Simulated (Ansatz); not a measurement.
Here is an Ansatz 0.2.0 calculation.

File input.yaml:

```yaml
crystal:
  lattice:
    - [2.9, 0.0, 0.0]
    - [-1.45, 2.511473671, 0.0]
    - [0.0, 0.0, 4.88]
  atoms:
    - { symbol: Au, position: [0.6666666667, 0.3333333333, 0.25] }
    - { symbol: Au, position: [0.3333333333, 0.6666666667, 0.75] }
hamiltonian:
  xc: pbesol
  pseudopotentials: { kind: paw }
kpoints:
  mp_grid: { grid: [11, 11, 6] }
scf:
  occupations: { method: fermi_dirac, width: 0.05 }
output:
  forces: true
  stress: true
  eigenvalues: true
  write_density: true
  write_potential: true
  elf: true
  volumetric_format: npy
relax:
  f_tol: 0.01
  max_steps: 40
  cell: { stress_tol: 0.05, p_target: 30.0 }
```

Potentials or basis: Ansatz PAW.

Run with:

```bash
$ ansatz run input.yaml --threads 2 --pin off --max-ram 5632MiB --backend cpu --events-out ev --progress --plain --runs-dir out
```

Problem. Predict the relaxed volume.

Solution. 15.06 Å³/atom.

Problem. Predict the relaxed cell.

Solution. a = 2.759 Å, b = 2.759 Å, c = 4.571 Å, α = 90.00°, β = 90.00°, γ = 120.00°.

Problem. Predict the band gap on the k mesh.

Solution. None (metal or under the smearing width).

The path:
| step | energy change (eV) | largest force (eV/Å) | volume (Å³) |
| --- | --- | --- | --- |
| 1 | 0.0000 | 0.0000 | 35.54 |
| 2 | 0.1925 | 0.0000 | 30.70 |
| 3 | 0.3298 | 0.0000 | 29.90 |
| 4 | 0.2866 | 0.0000 | 30.12 |
| 5 | 0.2854 | 0.0000 | 30.13 |
| 6 | 0.2872 | 0.0000 | 30.13 |

Caveat: the volume moved by over 15 % at a fixed basis, so the end points are rough; the plane-wave basis is chosen anew once the cell has moved, so the energies of steps on either side of that aren't comparable; the PAW data sets come from PBE, with cores solved anew for the run's functional, which leaves a small shift of forces and pressure. The run has no spin-orbit coupling, so splittings on Au are missing.
